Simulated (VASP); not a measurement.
# ZrC (Fm-3m) in VASP: density of states with PBE

Aim: the density of states of ZrC with PBE.

Everything below comes from runs of VASP 6.6.1. Logs are shortened: lines on timing, memory, paths and dates and some standing lists are left out, and cuts for length are marked.

### Step 1. The crystal as given

It takes space group Fm-3m (No. 225, cubic). Conventional cell: a = 4.710 Å, b = 4.710 Å, c = 4.710 Å, α = 90.00°, β = 90.00°, γ = 90.00°. Around Zr (site symmetry m-3m) lie 6 C at 2.36 Å. C (site symmetry m-3m) has 6 Zr at 2.36 Å as nearest neighbours.

### Step 2. Density of states, PBE

File POSCAR:

```
ZrC                                     
1.0
    0.0000000000      2.3551928250      2.3551928250
    2.3551928250      0.0000000000      2.3551928250
    2.3551928250      2.3551928250      0.0000000000
  Zr              C             
     1     1
Direct
     0.5000000000000000    0.5000000000000000    0.5000000000000000
     0.0000000000000000    0.0000000000000000    0.0000000000000000
```

File INCAR.step1:

```
SYSTEM = ZrC
PREC = Accurate
ENCUT = 520
EDIFF = 1E-7
ISMEAR = 0
SIGMA = 0.1
LREAL = .FALSE.
LASPH = .TRUE.
NELM = 100
ALGO = Normal
ISIF = 2
LWAVE = .FALSE.
LCHARG = .TRUE.
LMAXMIX = 4
GGA = PE
```

File KPOINTS.step1:

```
regular mesh
0
G
  16 16 16
  0 0 0
```

File INCAR.step2:

```
SYSTEM = ZrC
PREC = Accurate
ENCUT = 520
EDIFF = 1E-7
ISMEAR = -5
SIGMA = 0.1
LREAL = .FALSE.
LASPH = .TRUE.
NELM = 100
ALGO = Normal
ISIF = 2
LWAVE = .FALSE.
LCHARG = .FALSE.
LMAXMIX = 4
GGA = PE
LORBIT = 10
NEDOS = 1001
ICHARG = 11
```

File KPOINTS.step2:

```
regular mesh
0
G
  24 24 24
  0 0 0
```

Potentials or basis: VASP PAW PBE potentials, release 64 (Zr_sv, C).

Run with:

```bash
$ cat potpaw_PBE.64/Zr_sv/POTCAR potpaw_PBE.64/C/POTCAR > POTCAR
$ cp INCAR.step1 INCAR
$ cp KPOINTS.step1 KPOINTS
$ mpirun -np 1 vasp_std > vasp.out
$ cp INCAR.step2 INCAR
$ cp KPOINTS.step2 KPOINTS
$ mpirun -np 1 vasp_std > vasp.out
```

OUTCAR:

```text
SYSTEM = ZrC
   PREC = Accurate
   ENCUT = 520
   EDIFF = 1E-7
   ISMEAR = -5
   LREAL = .FALSE.
   LASPH = .TRUE.
   NELM = 100
   ISIF = 2
   GGA = PE
   LORBIT = 10
   ICHARG = 11

 ion  position               nearest neighbor table
   1  0.500  0.500  0.500-   2 2.36   2 2.36   2 2.36   2 2.36   2 2.36   2 2.36
   2  0.000  0.000  0.000-   1 2.36   1 2.36   1 2.36   1 2.36   1 2.36   1 2.36

  LATTYP: Found a face centered cubic cell.
 ALAT       =     4.7103856500

  Lattice vectors:

 A1 = (   0.0000000000,   2.3551928250,   2.3551928250)
 A2 = (   2.3551928250,   0.0000000000,   2.3551928250)
 A3 = (   2.3551928250,   2.3551928250,   0.0000000000)

Analysis of symmetry for initial positions (statically):
=====================================================================
 Subroutine PRICEL returns:
 Original cell was already a primitive cell.

 Routine SETGRP: Setting up the symmetry group for a
 face centered cubic supercell.

 Subroutine GETGRP returns: Found 48 space group operations
 (whereof 48 operations were pure point group operations)
 out of a pool of 48 trial point group operations.

The static configuration has the point symmetry O_h .

Analysis of symmetry for dynamics (positions and initial velocities):
=====================================================================
 Subroutine PRICEL returns:
 Original cell was already a primitive cell.

 Routine SETGRP: Setting up the symmetry group for a
 face centered cubic supercell.

 Subroutine GETGRP returns: Found 48 space group operations
 (whereof 48 operations were pure point group operations)
 out of a pool of 48 trial point group operations.

The dynamic configuration has the point symmetry O_h .

 Subroutine INISYM returns: Found 48 space group operations
 (whereof 48 operations are pure point group operations),
 and found     1 'primitive' translations

----------------------------------------------------------------------------------------

                                     Primitive cell

  volume of cell :      26.1282

  direct lattice vectors                    reciprocal lattice vectors
     0.000000000  2.355192825  2.355192825    -0.212296842  0.212296842  0.212296842
     2.355192825  0.000000000  2.355192825     0.212296842 -0.212296842  0.212296842
     2.355192825  2.355192825  0.000000000     0.212296842  0.212296842 -0.212296842

  length of vectors
     3.330745635  3.330745635  3.330745635     0.367708917  0.367708917  0.367708917

  position of ions in fractional coordinates (direct lattice)
     0.500000000  0.500000000  0.500000000
     0.000000000  0.000000000  0.000000000

  ion indices of the primitive-cell ions
   primitive index   ion index
                 1           1
                 2           2

----------------------------------------------------------------------------------------

 KPOINTS: regular mesh

Automatic generation of k-mesh.
 Grid dimensions read from file:
 generate k-points for:   24   24   24

 Generating k-lattice:

  Cartesian coordinates                     Fractional coordinates (reciprocal lattice)
    -0.008845702  0.008845702  0.008845702     0.041666667  0.000000000  0.000000000
     0.008845702 -0.008845702  0.008845702     0.000000000  0.041666667  0.000000000
     0.008845702  0.008845702 -0.008845702     0.000000000  0.000000000  0.041666667

  Length of vectors
     0.015321205  0.015321205  0.015321205

  Shift w.r.t. Gamma in fractional coordinates (k-lattice)
     0.000000000  0.000000000  0.000000000

 TETIRR: Found   1864 inequivalent tetrahedra from    82944

 Subroutine IBZKPT returns following result:
 ===========================================

 Found    413 irreducible k-points:

 Following reciprocal coordinates:
            Coordinates               Weight
  0.000000  0.000000  0.000000      1.000000
  0.041667  0.000000  0.000000      8.000000
  0.083333  0.000000  0.000000      8.000000
  0.125000  0.000000  0.000000      8.000000
  0.166667  0.000000  0.000000      8.000000
  0.208333  0.000000  0.000000      8.000000
[... 16 lines left out ...]
  0.416667  0.041667  0.000000     24.000000
  0.458333  0.041667  0.000000     24.000000
 [... further k-points ...]
   k-points           NKPTS =    413   k-points in BZ     NKDIM =    413   number of bands    NBANDS=     12
   number of dos      NEDOS =   1001   number of ions     NIONS =      2
   total plane-waves  NPLWV =  21952
   dimension x,y,z NGX =    28 NGY =   28 NGZ =   28
   dimension x,y,z NGXF=    56 NGYF=   56 NGZF=   56
   ions per type =               1   1
   NGX,Y,Z   is equivalent  to a cutoff of  13.98, 13.98, 13.98 a.u.
   NGXF,Y,Z  is equivalent  to a cutoff of  27.95, 27.95, 27.95 a.u.
 SYSTEM =  ZrC
   PREC   = accura    normal or accurate (medium, high low for compatibility)
   ISTART =      0    job   : 0-new  1-cont  2-samecut
   ICHARG =     11    charge: 1-file 2-atom 10-const
   ISPIN  =      1    spin polarized calculation?
   LNONCOLLINEAR =      F non collinear calculations
   LSORBIT =      F    spin-orbit coupling
   LASPH  =      T    aspherical Exc in radial PAW
   ENCUT  =  520.0 eV  38.22 Ry    6.18 a.u.   6.19  6.19  6.19*2*pi/ulx,y,z
   NELM   =    100;   NELMIN=  2; NELMDL=  0     # of ELM steps
   EDIFF  = 0.1E-06   stopping-criterion for ELM
   LREAL  =      F    real-space projection
   EDIFFG = 0.1E-05   stopping-criterion for IOM
   NSW    =      0    number of steps for IOM
   IBRION =     -1    ionic relax: 0-MD 1-quasi-New 2-CG
   NFREE  =      0    steps in history (QN), initial steepest desc. (CG)
   ISIF   =      2    stress and relaxation
   ISYM   =      2    0-nonsym 1-usesym 2-fastsym
   POTIM  = 0.5000    time-step for ionic-motion
   TEBEG  =    0.0;   TEEND  =   0.0 temperature during run
   PSTRESS=    0.0 pullay stress
   NELECT =      16.0000    total number of electrons
   NUPDOWN=      -1.0000    fix difference up-down
   EMIN   =  10.00;   EMAX   =-10.00  energy-range for DOS
   EFERMI =   0.00;   METHOD = LEGACY
   ISMEAR =    -5;   SIGMA  =   0.10  broadening in eV -4-tet -1-fermi 0-gaus
   EFERMI_NEDOS =   21; number of points for ismear=-14 and -15
   IALGO  =     38    algorithm
   IMIX   =      4    mixing-type and parameters
     AMIX     =   0.40;   BMIX     =  1.00
     AMIX_MAG =   1.60;   BMIX_MAG =  1.00
  volume/ion in A,a.u.               =      13.06        88.16
  Fermi-wavevector in a.u.,A,eV,Ry     =   1.390203  2.627104 26.295512  1.932666
  Thomas-Fermi vector in A             =   2.514161
   LORBIT       =     10    0 simple, 1 ext, 2 COOP (PROOUT), +10 PAW based schemes
   GGA     = PE    functional components
   LHFCALC =     F    Hartree Fock is set to
   AEXX    =    0.0000 exact exchange contribution
   IVDW    =     0    specifies the selected vdW correction
   LEPSILON=     F    determine dielectric tensor
   LRPA    =     F    only Hartree local field effects (RPA)
 non-spin polarized calculation
 Fermi weights with tetrahedron method with Bloechl corrections
  energy-cutoff  :      520.00
  volume of cell :       26.13
 maximum number of plane-waves:       725
 NGX is ok and might be reduce to    28

 number of electron      16.0000000 magnetization

 Free energy of the ion-electron system (eV)
  ---------------------------------------------------
  ext. energy  EPLUGINS =         0.00000000
  ---------------------------------------------------
  free energy    TOTEN  =       -19.46192590 eV

  energy without entropy =      -19.46192590  energy(sigma->0) =      -19.46192590

 E-fermi :   9.5616     XC(G=0): -12.1019

 val. band max:        9.5923112662   @ k =   0.5000   0.5000   0.0000
 cond. band min:       9.5141922128   @ k =   0.2500   0.2083   0.0000
 fundamental gap:     -0.0781190534
 Fermi energy:         9.5615613097

 k-point     1 :       0.0000    0.0000    0.0000
  band No.  band energies     occupation
      1     -38.5899      2.00000
      2     -16.3044      2.00000
      3     -16.3044      2.00000
      4     -16.3044      2.00000
      5      -1.7443      2.00000
      6      10.4729      0.00000
      7      10.4729      0.00000
      8      10.4729      0.00000
      9      10.6317      0.00000
     10      10.6317      0.00000
     11      10.6317      0.00000
     12      12.3338      0.00000

 k-point     2 :       0.0417    0.0000    0.0000
  band No.  band energies     occupation
      1     -38.5882      2.00000
      2     -16.3198      2.00000
      3     -16.3058      2.00000
      4     -16.3058      2.00000
      5      -1.7049      2.00000
      6      10.0231     -0.25229
      7      10.1696      0.00000
      8      10.1696      0.00000
      9      10.7680      0.00000
     10      10.7680      0.00000
     11      10.9886      0.00000
     12      12.5823      0.00000

 k-point     3 :       0.0833    0.0000    0.0000
  band No.  band energies     occupation
      1     -38.5833      2.00000
      2     -16.3645      2.00000
      3     -16.3097      2.00000
      4     -16.3097      2.00000
      5      -1.5885      2.00000
      6       9.4295      1.84030
      7       9.6783      0.64497
      8       9.6783      0.39020
      9      10.9263      0.00000
     10      10.9263      0.00000
     11      11.3223      0.00000
     12      13.1578      0.00000
[... 286 lines left out ...]
 k-point    23 :       0.4167    0.0417    0.0000
  band No.  band energies     occupation
      1     -38.4995      2.00000
      2     -17.0630      2.00000
      3     -16.3841      2.00000
      4     -16.3782      2.00000
      5       0.8433      2.00000
      6       4.8301      2.00000
      7       6.7785      2.00000
      8       6.8849      2.00000
      9      13.1697      0.00000
     10      13.7518      0.00000
     11      14.0288      0.00000
     12      17.2959      0.00000

 k-point    24 :       0.4583    0.0417    0.0000
  band No.  band energies     occupation
      1     -38.4935      2.00000
      2     -17.1094      2.00000
      3     -16.3861      2.00000
      4     -16.3856      2.00000
      5       1.1116      2.00000
      6       4.4962      2.00000
      7       6.6809      2.00000
      8       6.7424      2.00000
      9      13.5667      0.00000
     10      13.9652      0.00000
     11      14.4648      0.00000
     12      16.6803      0.00000

 [... further k-points ...]

------------------------ aborting loop because EDIFF is reached ----------------------------------------

  FORCE on cell =-STRESS in cart. coord.  units (eV):
  Direction    XX          YY          ZZ          XY          YZ          ZX
  --------------------------------------------------------------------------------------
  -------------------------------------------------------------------------------------
  Total       -0.0006271     -0.0006271     -0.0006271     -0.0000000      0.0000000     -0.0000000
  in kB       -0.0384523     -0.0384523     -0.0384523     -0.0000000      0.0000000     -0.0000000
  external PRESSURE =      -0.0384523 kB  Pullay stress =       0.0000000 kB

 VOLUME and BASIS-vectors are now :
 -----------------------------------------------------------------------------
  energy-cutoff  :      520.00
  volume of cell :       26.13
      direct lattice vectors                 reciprocal lattice vectors
     0.000000000  2.355192825  2.355192825    -0.212296842  0.212296842  0.212296842
     2.355192825  0.000000000  2.355192825     0.212296842 -0.212296842  0.212296842
     2.355192825  2.355192825  0.000000000     0.212296842  0.212296842 -0.212296842

 POSITION                                       TOTAL-FORCE (eV/Angst)
 -----------------------------------------------------------------------------------
      2.35519      2.35519      2.35519         0.000000      0.000000      0.000000
      0.00000      0.00000      0.00000        -0.000000     -0.000000     -0.000000
 -----------------------------------------------------------------------------------
    total drift:                                0.000000      0.000000      0.000000

  FREE ENERGIE OF THE ION-ELECTRON SYSTEM (eV)
  ---------------------------------------------------
  free  energy   TOTEN  =       -19.4619258985 eV

  energy  without entropy=      -19.4619258985  energy(sigma->0) =      -19.46192590

 total charge

# of ion       s       p       d       tot
------------------------------------------
    1        2.174   6.041   1.618   9.832
    2        0.885   1.472   0.000   2.357
--------------------------------------------------
tot          3.059   7.513   1.618  12.189
```

Wall time 60 s (1 thread of Intel Xeon 6975P-C (Granite Rapids), shared host); peak memory 0.27 GiB.

What came out:

```yaml
Valence_electrons_inside_the_program's_atomic_spheres: Zr 9.83; C 2.36
```

Levels at points of the mesh, in eV from the Fermi level:
| k point | band 4 | band 5 | band 6 | band 7 | band 8 | band 9 | band 10 | band 11 | band 12 |
| --- | --- | --- | --- | --- | --- | --- | --- | --- | --- |
| (0.00, 0.00, 0.00) | -25.87 | -11.31 | 0.91 | 0.91 | 0.91 | 1.07 | 1.07 | 1.07 | 2.77 |
| (0.50, 0.00, 0.00) | -25.94 | -8.26 | -5.29 | -2.93 | -2.93 | 4.44 | 4.44 | 5.27 | 6.48 |
| (0.50, 0.50, 0.00) | -26.14 | -10.14 | -2.09 | -1.76 | 0.03 | 0.03 | 4.40 | 5.60 | 5.60 |

States per cell in windows of 0.5 eV (zero at the Fermi level; states under -8 eV left out):
| from (eV) | total | Zr1_d | C2_p | Zr1_p | Zr1_s | C2_s | C2_d |
| --- | --- | --- | --- | --- | --- | --- | --- |
| -8.0 | 0.00 | 0.00 | 0.00 | 0.00 | 0.00 | 0.00 | 0.00 |
| -7.5 | 0.00 | 0.00 | 0.00 | 0.00 | 0.00 | 0.00 | 0.00 |
| -7.0 | 0.00 | 0.00 | 0.00 | 0.00 | 0.00 | 0.00 | 0.00 |
| -6.5 | 0.00 | 0.00 | 0.00 | 0.00 | 0.00 | 0.00 | 0.00 |
| -6.0 | 0.00 | 0.00 | 0.00 | 0.00 | 0.00 | 0.00 | 0.00 |
| -5.5 | 0.03 | 0.01 | 0.01 | 0.00 | 0.00 | 0.00 | 0.00 |
| -5.0 | 0.16 | 0.03 | 0.03 | 0.00 | 0.02 | 0.00 | 0.00 |
| -4.5 | 0.38 | 0.07 | 0.08 | 0.01 | 0.03 | 0.00 | 0.00 |
| -4.0 | 0.51 | 0.09 | 0.11 | 0.01 | 0.03 | 0.01 | 0.00 |
| -3.5 | 0.44 | 0.08 | 0.10 | 0.01 | 0.02 | 0.00 | 0.00 |
| -3.0 | 0.92 | 0.26 | 0.24 | 0.02 | 0.01 | 0.00 | 0.00 |
| -2.5 | 2.00 | 0.50 | 0.48 | 0.09 | 0.00 | 0.01 | 0.00 |
| -2.0 | 0.77 | 0.24 | 0.18 | 0.02 | 0.00 | 0.00 | 0.00 |
| -1.5 | 0.42 | 0.12 | 0.11 | 0.01 | 0.00 | 0.00 | 0.00 |
| -1.0 | 0.27 | 0.06 | 0.08 | 0.01 | 0.00 | 0.00 | 0.00 |
| -0.5 | 0.15 | 0.03 | 0.05 | 0.00 | 0.00 | 0.00 | 0.00 |
| 0.0 | 0.16 | 0.04 | 0.04 | 0.00 | 0.00 | 0.00 | 0.00 |
| 0.5 | 0.21 | 0.08 | 0.04 | 0.00 | 0.00 | 0.00 | 0.00 |
| 1.0 | 0.29 | 0.13 | 0.04 | 0.00 | 0.00 | 0.00 | 0.00 |
| 1.5 | 0.33 | 0.17 | 0.04 | 0.00 | 0.00 | 0.00 | 0.00 |
| 2.0 | 0.38 | 0.20 | 0.05 | 0.00 | 0.00 | 0.00 | 0.00 |
| 2.5 | 0.45 | 0.25 | 0.05 | 0.00 | 0.00 | 0.00 | 0.00 |
| 3.0 | 0.54 | 0.33 | 0.05 | 0.00 | 0.00 | 0.00 | 0.00 |
| 3.5 | 0.74 | 0.48 | 0.06 | 0.00 | 0.01 | 0.01 | 0.00 |
| 4.0 | 0.89 | 0.64 | 0.06 | 0.00 | 0.01 | 0.01 | 0.00 |
| 4.5 | 1.05 | 0.75 | 0.10 | 0.00 | 0.01 | 0.01 | 0.00 |
| 5.0 | 1.14 | 0.83 | 0.11 | 0.00 | 0.01 | 0.00 | 0.00 |
| 5.5 | 0.58 | 0.43 | 0.04 | 0.00 | 0.01 | 0.01 | 0.00 |
| 6.0 | 0.29 | 0.18 | 0.03 | 0.00 | 0.01 | 0.01 | 0.00 |
| 6.5 | 0.33 | 0.20 | 0.03 | 0.01 | 0.01 | 0.02 | 0.00 |
| 7.0 | 0.34 | 0.18 | 0.03 | 0.01 | 0.01 | 0.02 | 0.00 |
| 7.5 | 0.31 | 0.13 | 0.03 | 0.01 | 0.00 | 0.02 | 0.00 |

Caveat: tetrahedron occupations give inexact forces and stress in metals.
